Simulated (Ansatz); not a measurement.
Crystal: MnO.

```
Mn O
1.0
     0.00000    2.22391    2.22391
     2.22391    0.00000    2.22391
     2.22391    2.22391    0.00000
Mn O
1 1
Direct
  0.00000 0.00000 0.00000
  0.50000 0.50000 0.50000
```

The cell is a database's computed one.

Base run:

```yaml
Program: Ansatz 0.2.0
Functional: PBEsol
Potentials_or_basis: Ansatz PAW
Cutoff: 420 eV
Density_cutoff: 1680 eV
k_mesh: 10 × 10 × 10
Occupations: fermi-dirac, width 0.05 eV
Spin: collinear spin, ferromagnetic start
Starting_moments: "[4.0, 0.0] μB"
Hubbard_terms: Mn d U = 5.3 eV
```

Its results: band gap on the k mesh 0.22 eV, indirect (least direct gap 2.44 eV); pressure 4.3 GPa; net moment 5.00 μB per cell; site moments Mn +4.29; O +0.15 μB.

Question: After a change of settings the same cell gave: band gap on the k mesh 0.32 eV, indirect (least direct gap 2.43 eV); pressure 5.1 GPa; net moment 5.00 μB per cell; site moments Mn +4.30; O +0.14 μB. Which change was it?
A. hubbard terms from Mn d U = 5.3 eV to Mn d U = 6 eV
B. hubbard terms from Mn d U = 5.3 eV to Mn d U = 8 eV
C. functional from PBEsol to r2SCAN; cutoff from 420 eV to 500 eV; density cutoff from 1680 eV to 2000 eV; hubbard terms from Mn d U = 5.3 eV to Mn d U = 4 eV
D. functional from PBEsol to LDA; hubbard terms from Mn d U = 5.3 eV to none; hubbard projectors from ortho-atomic (the default) to none

Answer: A.

Caveats: the magnetic or orbital state may not be the lowest; a cell with one magnetic atom can't hold antiferromagnetic order, which such compounds often take; the PAW data sets come from PBE, with cores solved anew for the run's functional, which leaves a small shift of forces and pressure.

Not every run made on this cell is shown here.
